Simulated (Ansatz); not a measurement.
Stackings of close-packed layers of Zn (one atom a layer), each relaxed to a stress under 0.05 GPa; h and k mark layers whose two neighbours have the same or different letters; energies count from the stacking AB (P6_3/mmc).

Method: DFT PBE, scalar-relativistic, plane waves, PAW in Ansatz 0.2.0.

Cutoff 420 eV, Gaussian smearing of 0.10 eV, energies at zero smearing, symmetry of each start kept, no spin polarisation.

| start | atoms | k mesh | excess energy (meV/atom) | spacing of like layers (Å) | a (Å) |
| --- | --- | --- | --- | --- | --- |
| ABC (kkk) | 3 | 18×18×7 | 21.9 | 2.604 | 2.626 |
| ABAC (khkh) | 4 | 18×18×5 | 7.5 | 2.558 | 2.634 |
| ABCACB (hkkhkk) | 6 | 18×18×4 | 13.9 | 2.571 | 2.631 |
| ABABCBCAC (khhkhhkhh) | 9 | 18×18×3 | 6.8 | 2.552 | 2.635 |
| ABABCB (hhhkhk) | 6 | 18×18×4 | 6.4 | 2.549 | 2.636 |
| ABABCABC (khhkkkkk) | 8 | 18×18×3 | 16.7 | 2.568 | 2.635 |

Zero in every row: gap on the mesh (eV).

Small energy differences in metals hang on the k mesh (about 10 mJ/m² or 1 to 2 meV/atom on the mesh of the relaxation).

Cost: 6 runs of about 4.3 core-minutes in all, on AMD EPYC 9R45 (Zen 5) (shared hosts).